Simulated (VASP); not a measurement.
Write the native input for VASP 6.6.1 that does the following.

```
Task                   : electron localisation function
Functional             : PBEsol
Potentials or basis    : VASP PAW PBE potentials, release 64 (Ni, O)
Cutoff                 : 520 eV
k mesh                 : 10 × 10 × 10
Occupations            : gaussian, width 0.02 eV
Spin                   : collinear spin, ferromagnetic start
Starting moments       : [1.0, 0.0] μB
Further INCAR settings : ALGO = Fast; EDIFF = 1e-07
```

The structure of NiO lies in POSCAR:

```
NiO
1.0
    0.0000000000      2.2406300000      2.2406300000
    2.2406300000      0.0000000000      2.2406300000
    2.2406300000      2.2406300000      0.0000000000
Ni O
1 1
Direct
    0.0000000000      0.0000000000      0.0000000000
    0.7500000000      0.7500000000      0.7500000000
```

The cell was built by a generator and needn't be a form met in nature.

The input as run:

INCAR

```
PREC = Accurate
ENCUT = 520
EDIFF = 1E-7
ISMEAR = 0
SIGMA = 0.02
LREAL = False
LASPH = True
NELM = 150
ALGO = Fast
ISIF = 2
LWAVE = False
LCHARG = True
ISPIN = 2
MAGMOM = 1 0
LORBIT = 11
LMAXMIX = 4
GGA = PS
LELF = True
```

KPOINTS

```
regular mesh
0
Gamma
  10 10 10
```

Potentials or basis: VASP PAW PBE potentials, release 64 (Ni, O).

Launch:

```sh
$ cat potpaw_PBE.64/Ni/POTCAR potpaw_PBE.64/O/POTCAR > POTCAR
$ mpirun -np 1 vasp_std > vasp.out
```

Results of the run:

* Pressure: -8.2 GPa
* Band gap on the k mesh: none (metal or under the smearing width)
* Net moment: 1.80 μB per cell
* Site moments: Ni +1.41; O +0.34 μB
* Valence electrons inside the program's atomic spheres: Ni 9.12; O 4.94

Caveat: the PAW data sets were made with another functional, which shifts forces and pressure a little; a cell with one magnetic atom can't hold antiferromagnetic order, which such compounds often take; semilocal functionals often make such compounds metallic where correlation or magnetic order opens a gap, which also shifts bond lengths.

It took 12 s on 1 thread of Intel(R) Xeon(R) 6975P-C (Granite Rapids), with other jobs on the host, peak memory 0.16 GiB.
